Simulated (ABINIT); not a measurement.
# GaAs (F-43m) in ABINIT: further runs

Aim: see how the results for GaAs move with the level of theory and the settings. Levels: LDA, PBEsol. Tasks: single point, relaxation of cell and atoms.

All numbers are computed with ABINIT 10.8.3 (patched build); they aren't measurements. Logs are shortened: lines on timing, memory, paths and dates and some standing lists are left out, and cuts for length are marked. The log counts tension as positive stress, the text compression.

**Experimental background.**

“Evidence of valence band perturbations in GaAsN/GaAs(001): A combined variable-angle spectroscopic ellipsometry and modulated photoreflectance investigation”, 2008, arxiv:0805.2212 reports, for a bulk crystal of GaAs at 300 K: band gap 1.418 ± 0.005 eV (direct); band gap 1.412 ± 0.01 eV (direct).

The runs below are set against these values where they give the same quantity.

### Step 1. The crystal as given

Symmetry: F-43m, No. 216, cubic system. The conventional cell has a = 5.654 Å, b = 5.654 Å, c = 5.654 Å, α = 90.00°, β = 90.00°, γ = 90.00°. Around As (site symmetry -43m) lie 4 Ga at 2.45 Å. Ga (site symmetry -43m) has 4 As at 2.45 Å as nearest neighbours.

### Step 2. Single point, LDA

run.abi reads:

```
# Pseudopotentials
pp_dirpath "./"
pseudos "As.upf, Ga.upf"

# Structure
acell 3.9977696088 3.9977696088 3.9977696088 Angstrom
rprim
     0.0000000000     0.7071067812     0.7071067812
     0.7071067812     0.0000000000     0.7071067812
     0.7071067812     0.7071067812     0.0000000000
ntypat 2
znucl 33 31
natom 2
typat 1 2
xcart
     8.0129584431     8.0129584431     8.0129584431
     0.0000000000     0.0000000000     0.0000000000

# Plane-wave basis
ecut 36.0

# k points
kptopt 1
ngkpt 6 6 6
nshiftk 1
shiftk 0.0 0.0 0.0

# Exchange and correlation
ixc 7

# Bands and occupations
nband 18
occopt 3
tsmear 0.05 eV

# SCF cycle
nstep 100
tolvrs 1.0e-10

# Output
iomode 3
prtwf 0
prteig 0
prtebands 0
enunit 2
prtvol 2
prtden 1
prtvha 1
prtvclmb 1
prtpot 1
prtelf 1
```

Potentials or basis: PseudoDojo NC SR LDA v0.4.1 standard.

The run is started by

```sh
$ abinit run.abi > log 2>&1
```

run.abo:

```text
.Version 10.8.3 of ABINIT
 Symmetries : space group F-4 3 m (#216); Bravais cF (face-center cubic)
================================================================================
 Values of the parameters that define the memory need of the present run
     intxc =       0    ionmov =       0      iscf =       7    lmnmax =       6
     lnmax =       6     mgfft =      45  mpssoang =       3    mqgrid =    3001
     natom =       2  nloc_mem =       1    nspden =       1   nspinor =       1
    nsppol =       1      nsym =      24    n1xccc =    2501    ntypat =       2
    occopt =       3   xclevel =       1
       mpw =        3164          nfft =       91125          nkpt =          16
================================================================================
================================================================================

--------------------------------------------------------------------------------
------------- Echo of variables that govern the present computation ------------
--------------------------------------------------------------------------------
 -outvars: echo values of preprocessed input variables --------
            acell      7.5546896751E+00  7.5546896751E+00  7.5546896751E+00 Bohr
              amu      7.49215900E+01  6.97230000E+01
             ecut      3.60000000E+01 Hartree
           enunit           2
              ixc           7
         kptrlatt        6    0    0      0    6    0      0    0    6
          kptrlen      4.53281381E+01
            natom           2
            nband          18
            ngfft          45      45      45
             nkpt          16
            nstep         100
             nsym          24
           ntypat           2
           occopt           3
        prtebands           0
           prteig           0
           prtelf           1
           prtpot           1
         prtvclmb           1
           prtvha           1
           prtvol           2
            prtwf           0
            rprim      0.0000000000E+00  7.0710678120E-01  7.0710678120E-01
                       7.0710678120E-01  0.0000000000E+00  7.0710678120E-01
                       7.0710678120E-01  7.0710678120E-01  0.0000000000E+00
          spgroup         216
           tolvrs      1.00000000E-10
           tsmear      1.83746611E-03 Hartree
            typat      1  2
           xangst      4.2402749971E+00  4.2402749971E+00  4.2402749971E+00
                      -2.9619748803E-09 -2.9619748803E-09 -2.9619748803E-09
            xcart      8.0129584431E+00  8.0129584431E+00  8.0129584431E+00
                      -5.5973213156E-09 -5.5973213156E-09 -5.5973213156E-09
             xred      7.4999999948E-01  7.4999999948E-01  7.4999999948E-01
                      -5.2390025651E-10 -5.2390025651E-10 -5.2390025651E-10
            znucl       33.00000   31.00000

================================================================================

 chkinp: Checking input parameters for consistency.

================================================================================
== DATASET  1 ==================================================================

--- !DatasetInfo
iteration_state: {dtset: 1, }
dimensions: {natom: 2, nkpt: 16, mband: 18, nsppol: 1, nspinor: 1, nspden: 1, mpw: 3164, }
cutoff_energies: {ecut:  36.0, pawecutdg:  -1.0, }
electrons: {nelect:   2.80000000E+01, charge:   0.00000000E+00, occopt:   3.00000000E+00, tsmear:   1.83746611E-03, }
meta: {optdriver: 0, ionmov: 0, optcell: 0, iscf: 7, paral_kgb: 0, }
...

 Exchange-correlation functional for the present dataset will be:
  LDA: Perdew-Wang 92 LSD fit to Ceperley-Alder data - ixc=7
  J.P.Perdew and Y.Wang, PRB 45, 13244 (1992)

 Real(R)+Recip(G) space primitive vectors, cartesian coordinates (Bohr,Bohr^-1):
 R(1)=  0.0000000  5.3419723  5.3419723  G(1)= -0.0935984  0.0935984  0.0935984
 R(2)=  5.3419723  0.0000000  5.3419723  G(2)=  0.0935984 -0.0935984  0.0935984
 R(3)=  5.3419723  5.3419723  0.0000000  G(3)=  0.0935984  0.0935984 -0.0935984
 Unit cell volume ucvol=  3.0488418E+02 bohr^3
 Angles (23,13,12)=  6.00000000E+01  6.00000000E+01  6.00000000E+01 degrees

 getcut: wavevector=  0.0000  0.0000  0.0000  ngfft=  45  45  45
         ecut(hartree)=     36.000   => boxcut(ratio)=   2.15635

--- Pseudopotential description ------------------------------------------------
- pspini: atom type   1  psp file is ./As.upf
12 -1012 2 -1 1326                            pspcod,pspxc,lmax,lloc,mmax
     nproj     2     2     2

- pspini: atom type   2  psp file is ./Ga.upf
12 -1012 2 -1 1858                            pspcod,pspxc,lmax,lloc,mmax
     nproj     2     2     2

   1.47375768E+03                                ecore*ucvol(ha*bohr**3)
--------------------------------------------------------------------------------

================================================================================

--- !BeginCycle
[... 132 lines left out ...]
  1.51E-16 7.43E-17 1.85E-16 1.69E-16 2.05E-16 1.08E-16 3.09E-16 8.75E-17
  5.68E-16 2.40E-11
  -0.3333  0.3333  0.1667    1  5.08692E-10 kpt; spin; max resid(k); each band:
  6.16E-18 6.02E-18 2.71E-18 5.44E-18 3.56E-18 1.63E-16 3.10E-16 2.26E-16
  2.22E-16 1.83E-16 1.54E-16 1.93E-16 2.99E-16 1.50E-16 2.02E-16 4.50E-16
  2.88E-14 5.09E-10
  -0.3333  0.5000  0.1667    1  2.15381E-15 kpt; spin; max resid(k); each band:
  6.42E-18 6.67E-18 1.84E-18 5.27E-18 3.85E-18 1.58E-16 7.02E-17 5.67E-17
  1.08E-16 7.36E-17 1.26E-16 1.88E-16 3.89E-16 3.72E-17 7.52E-17 5.09E-16
  7.89E-16 2.15E-15
 reduced coordinates (array xred) for    2 atoms
       0.749999999476      0.749999999476      0.749999999476
      -0.000000000524     -0.000000000524     -0.000000000524
 rms dE/dt=  1.4242E-30; max dE/dt=  0.0000E+00; dE/dt below (all hartree)
    1      -0.000000000000     -0.000000000000     -0.000000000000
    2       0.000000000000      0.000000000000      0.000000000000

 cartesian coordinates (angstrom) at end:
    1      4.24027499712465     4.24027499712465     4.24027499712465
    2     -0.00000000296197    -0.00000000296197    -0.00000000296197

 cartesian forces (hartree/bohr) at end:
    1      0.00000000000000    -0.00000000000000     0.00000000000000
    2     -0.00000000000000     0.00000000000000    -0.00000000000000
 frms,max,avg= 1.2387787E-31 1.4767222E-31   0.000E+00  0.000E+00  0.000E+00 h/b

 cartesian forces (eV/Angstrom) at end:
    1      0.00000000000000    -0.00000000000000     0.00000000000000
    2     -0.00000000000000     0.00000000000000    -0.00000000000000
 frms,max,avg= 6.3700561E-30 7.5936108E-30   0.000E+00  0.000E+00  0.000E+00 e/A
 length scales=  7.554689675109  7.554689675109  7.554689675109 bohr
              =  3.997769608800  3.997769608800  3.997769608800 angstroms
 Fermi (or HOMO) energy (hartree) =   0.14565   Average Vxc (hartree)=  -0.38098
 Eigenvalues (hartree) for nkpt=  16  k points:
 kpt#   1, nband= 18, wtk=  0.00463, kpt=  0.0000  0.0000  0.0000 (reduced coord)
  -1.15887   -1.15887   -1.15887   -1.15852   -1.15852   -0.40871   -0.40871   -0.40871
  -0.40586   -0.40586   -0.33039    0.13950    0.13950    0.13950    0.14965    0.27502
   0.27502    0.27502
      occupation numbers for kpt#   1
   2.00000    2.00000    2.00000    2.00000    2.00000    2.00000    2.00000    2.00000
   2.00000    2.00000    2.00000    1.93203    1.93203    1.93203    0.20444    0.00000
   0.00000    0.00000
 kpt#   2, nband= 18, wtk=  0.03704, kpt=  0.1667  0.0000  0.0000 (reduced coord)
  -1.15888   -1.15886   -1.15886   -1.15849   -1.15849   -0.40953   -0.40850   -0.40850
  -0.40586   -0.40586   -0.31867    0.03711    0.12545    0.12545    0.19391    0.29513
   0.29513    0.30753
      occupation numbers for kpt#   2
   2.00000    2.00000    2.00000    2.00000    2.00000    2.00000    2.00000    2.00000
   2.00000    2.00000    2.00000    2.00000    1.99997    1.99997    0.00000    0.00000
   0.00000    0.00000
 kpt#   3, nband= 18, wtk=  0.03704, kpt=  0.3333  0.0000  0.0000 (reduced coord)
[... 96 lines left out ...]
  -1.15889   -1.15886   -1.15885   -1.15851   -1.15849   -0.41209   -0.40771   -0.40731
  -0.40615   -0.40574   -0.24573   -0.10147    0.00403    0.04869    0.26850    0.29638
   0.36432    0.40815
      occupation numbers for kpt#  15
   2.00000    2.00000    2.00000    2.00000    2.00000    2.00000    2.00000    2.00000
   2.00000    2.00000    2.00000    2.00000    2.00000    2.00000    0.00000    0.00000
   0.00000    0.00000
 kpt#  16, nband= 18, wtk=  0.05556, kpt= -0.3333  0.5000  0.1667 (reduced coord)
  -1.15889   -1.15887   -1.15887   -1.15855   -1.15851   -0.41242   -0.40742   -0.40710
  -0.40640   -0.40562   -0.23724   -0.10846    0.01589    0.02107    0.25630    0.26316
   0.39724    0.40850
      occupation numbers for kpt#  16
   2.00000    2.00000    2.00000    2.00000    2.00000    2.00000    2.00000    2.00000
   2.00000    2.00000    2.00000    2.00000    2.00000    2.00000    0.00000    0.00000
   0.00000    0.00000
 Fermi (or HOMO) energy (eV) =   3.96342   Average Vxc (eV)= -10.36695
 Eigenvalues (   eV  ) for nkpt=  16  k points:
 kpt#   1, nband= 18, wtk=  0.00463, kpt=  0.0000  0.0000  0.0000 (reduced coord)
 -31.53443  -31.53443  -31.53443  -31.52506  -31.52506  -11.12170  -11.12170  -11.12170
 -11.04397  -11.04397   -8.99043    3.79606    3.79606    3.79606    4.07206    7.48363
   7.48363    7.48363
 kpt#   2, nband= 18, wtk=  0.03704, kpt=  0.1667  0.0000  0.0000 (reduced coord)
 -31.53466  -31.53417  -31.53417  -31.52419  -31.52419  -11.14378  -11.11580  -11.11580
 -11.04395  -11.04395   -8.67133    1.00969    3.41361    3.41361    5.27662    8.03078
   8.03078    8.36838
 kpt#   3, nband= 18, wtk=  0.03704, kpt=  0.3333  0.0000  0.0000 (reduced coord)
 -31.53413  -31.53413  -31.53387  -31.52402  -31.52402  -11.18241  -11.10611  -11.10611
 -11.04225  -11.04225   -7.84734   -1.64485    2.86663    2.86663    4.85720    8.45187
   8.45187   10.88589
 kpt#   4, nband= 18, wtk=  0.01852, kpt=  0.5000  0.0000  0.0000 (reduced coord)
 -31.53559  -31.53379  -31.53379  -31.52417  -31.52417  -11.20033  -11.10252  -11.10252
 -11.04013  -11.04013   -7.23348   -2.90014    2.65159    2.65159    4.63815    8.39397
   8.39397   11.37809
 kpt#   5, nband= 18, wtk=  0.02778, kpt=  0.1667  0.1667  0.0000 (reduced coord)
[... 32 lines left out ...]
 -31.53413  -31.53331  -31.53331  -31.52514  -31.52297  -11.23140  -11.07302  -11.07302
 -11.06944  -11.03147   -6.49837   -3.08560    1.11090    1.11090    5.14628    5.35289
  13.83702   13.83702
 kpt#  14, nband= 18, wtk=  0.11111, kpt=  0.5000  0.3333  0.1667 (reduced coord)
 -31.53387  -31.53363  -31.53348  -31.52423  -31.52368  -11.20584  -11.09467  -11.08813
 -11.05409  -11.03811   -7.18792   -2.07507    0.56213    1.73401    7.14753    7.54092
   8.81151   11.54668
 kpt#  15, nband= 18, wtk=  0.11111, kpt= -0.3333  0.3333  0.1667 (reduced coord)
 -31.53491  -31.53429  -31.53401  -31.52473  -31.52416  -11.21361  -11.09423  -11.08347
 -11.05182  -11.04063   -6.68676   -2.76127    0.10972    1.32486    7.30620    8.06500
   9.91372   11.10632
 kpt#  16, nband= 18, wtk=  0.05556, kpt= -0.3333  0.5000  0.1667 (reduced coord)
 -31.53489  -31.53456  -31.53432  -31.52579  -31.52460  -11.22244  -11.08634  -11.07768
 -11.05875  -11.03739   -6.45569   -2.95139    0.43235    0.57342    6.97436    7.16108
  10.80933   11.11598
 Total charge density [el/Bohr^3]
)     Maximum=    2.3973E+00  at reduced coord.    0.6667    0.7333    0.7556
)Next maximum=    2.3973E+00  at reduced coord.    0.7333    0.6667    0.7556
)     Minimum=    4.1180E-05  at reduced coord.    0.0000    0.0000    0.0000
)Next minimum=    2.3713E-03  at reduced coord.    0.2444    0.2444    0.2444
   Integrated=    2.8000E+01

--- !EnergyTerms
iteration_state     : {dtset: 1, }
comment             : Components of total free energy in Hartree
kinetic             :  1.38574794209923E+02
hartree             :  5.73434563313028E+01
xc                  : -4.39563188304852E+01
Ewald energy        : -9.91764168196967E+01
psp_core            :  4.83382798463487E+00
local_psp           : -1.51109155132167E+02
non_local_psp       : -8.88689346370763E+01
internal            : -1.82358746893565E+02
'-kT*entropy'       : -1.32428623156255E-05
total_energy        : -1.82358760136427E+02
total_energy_eV     : -4.96223465741052E+03
band_energy         : -1.61126992582176E+01
...

 Cartesian components of stress tensor (hartree/bohr^3)
  sigma(1 1)=  2.11553004E-04  sigma(3 2)=  0.00000000E+00
  sigma(2 2)=  2.11553004E-04  sigma(3 1)=  0.00000000E+00
  sigma(3 3)=  2.11553004E-04  sigma(2 1)=  0.00000000E+00

-Cartesian components of stress tensor (GPa)         [Pressure= -6.2241E+00 GPa]
- sigma(1 1)=  6.22410426E+00  sigma(3 2)=  0.00000000E+00
- sigma(2 2)=  6.22410426E+00  sigma(3 1)=  0.00000000E+00
- sigma(3 3)=  6.22410426E+00  sigma(2 1)=  0.00000000E+00

== END DATASET(S) ==============================================================
================================================================================

 -outvars: echo values of variables after computation  --------
            acell      7.5546896751E+00  7.5546896751E+00  7.5546896751E+00 Bohr
           etotal     -1.8235876014E+02
            fcart      1.4767221937E-31 -4.9224073123E-32  1.4767221937E-31
                      -1.4767221937E-31  4.9224073123E-32 -1.4767221937E-31
            rprim      0.0000000000E+00  7.0710678120E-01  7.0710678120E-01
                       7.0710678120E-01  0.0000000000E+00  7.0710678120E-01
                       7.0710678120E-01  7.0710678120E-01  0.0000000000E+00
           strten      2.1155300395E-04  2.1155300395E-04  2.1155300395E-04
                       0.0000000000E+00  0.0000000000E+00  0.0000000000E+00
           xangst      4.2402749971E+00  4.2402749971E+00  4.2402749971E+00
                      -2.9619748803E-09 -2.9619748803E-09 -2.9619748803E-09
             xred      7.4999999948E-01  7.4999999948E-01  7.4999999948E-01
                      -5.2390025651E-10 -5.2390025651E-10 -5.2390025651E-10
 Calculation completed.
```

Wall time 41 s (1 thread of Arm Neoverse V1, shared host); peak memory 0.08 GiB.

What came out:

* Free energy: -4962.2347 eV
* Band gap on the k mesh: 0.28 eV, direct
* Valence electrons inside the program's atomic spheres: As 12.39; Ga 10.84

Caveat: the cutoff is too short for stress, so the log's stress isn't used.

### Step 3. Single point, LDA

run.abi, as its differences from that of step 2:

```diff
@@ -14,4 +14,4 @@
 typat 1 2
-xcart
-     8.0129584431     8.0129584431     8.0129584431
+xred
+     0.7500000000     0.7500000000     0.7500000000
      0.0000000000     0.0000000000     0.0000000000
@@ -19,3 +19,3 @@
 # Plane-wave basis
-ecut 36.0
+ecut 979.609905 eV
 
@@ -33,3 +33,3 @@
 occopt 3
-tsmear 0.05 eV
+tsmear 0.00183747
 
@@ -42,10 +42,5 @@
 prtwf 0
+prtden 0
 prteig 0
 prtebands 0
-enunit 2
-prtvol 2
-prtden 1
-prtvha 1
-prtvclmb 1
-prtpot 1
-prtelf 1
+enunit 1
```

Potentials or basis: PseudoDojo NC SR LDA v0.4.1 standard.

The run is started by

```sh
$ abinit run.abi > log 2>&1
```

Wall time 41 s (1 thread of Intel Xeon Platinum 8488C (Sapphire Rapids), shared host); peak memory 0.08 GiB.

The run converged. Its results:

```
Free energy                                           : -4962.2347 eV
Band gap on the k mesh                                : 0.28 eV, direct
Valence electrons inside the program's atomic spheres : As 12.39; Ga 10.84
```

Levels at points of the mesh, in eV from the valence-band top:
| k point | band 10 | band 11 | band 12 | band 13 | band 14 | band 15 | band 16 | band 17 | band 18 |
| --- | --- | --- | --- | --- | --- | --- | --- | --- | --- |
| (0.00, 0.00, 0.00) | -14.84 | -12.79 | 0.00 | 0.00 | 0.00 | 0.28 | 3.69 | 3.69 | 3.69 |
| (0.50, 0.00, 0.00) | -14.84 | -11.03 | -6.70 | -1.14 | -1.14 | 0.84 | 4.60 | 4.60 | 7.58 |
| (0.50, 0.50, 0.00) | -14.83 | -10.29 | -6.88 | -2.69 | -2.69 | 1.35 | 1.56 | 10.04 | 10.04 |

Caveat: the cutoff is too short for stress, so the log's stress isn't used.

### Step 4. Single point, LDA

run.abi reads:

```
# Pseudopotentials
pp_dirpath "./"
pseudos "As.LDA_PW-JTH.xml, Ga.LDA_PW-JTH.xml"

# Structure
acell 3*1.0
rprim
     0.0000000000     5.3419722954     5.3419722954
     5.3419722954     0.0000000000     5.3419722954
     5.3419722954     5.3419722954     0.0000000000
ntypat 2
znucl 33 31
natom 2
typat 1 2
xred
     0.7500000000     0.7500000000     0.7500000000
     0.0000000000     0.0000000000     0.0000000000

# Plane-wave basis
ecut 326.536635 eV
pawecutdg 24.0

# k points
kptopt 1
ngkpt 6 6 6
nshiftk 1
shiftk 0.0 0.0 0.0

# Exchange and correlation
ixc 7

# Bands and occupations
nband 18
occopt 3
tsmear 0.05 eV

# SCF cycle
nstep 100
tolvrs 1.0e-9

# Output
iomode 3
prtwf 0
prteig 0
prtebands 0
enunit 1
prtden 1
prtvha 1
prtvclmb 1
prtpot 1
```

Potentials or basis: JTH PAW LDA v2.0.

The run is started by

```sh
$ abinit run.abi > log 2>&1
```

It took 6 s on 1 thread of Intel Xeon at 2.70GHz, shared host; peak memory 0.07 GiB.

Results (log left out):

```
Free energy                                           : -5264.1940 eV
Band gap on the k mesh                                : 0.27 eV, direct
Valence electrons inside the program's atomic spheres : As 12.73; Ga 11.09
```

Levels at points of the mesh, in eV from the valence-band top:
```csv
k point,band 11,band 12,band 13,band 14,band 15,band 16,band 17,band 18
"(0.00, 0.00, 0.00)",-12.79,0.00,0.00,0.00,0.27,3.68,3.68,3.68
"(0.50, 0.00, 0.00)",-11.03,-6.70,-1.15,-1.15,0.84,4.59,4.59,7.56
"(0.50, 0.50, 0.00)",-10.29,-6.88,-2.69,-2.69,1.34,1.55,10.04,10.04
```

Caveat: the cutoff is too short for stress, so the log's stress isn't used. A hybrid or GW would open this gap; LDA tends to underestimate it.

(Part 1 of 2 ends here.)
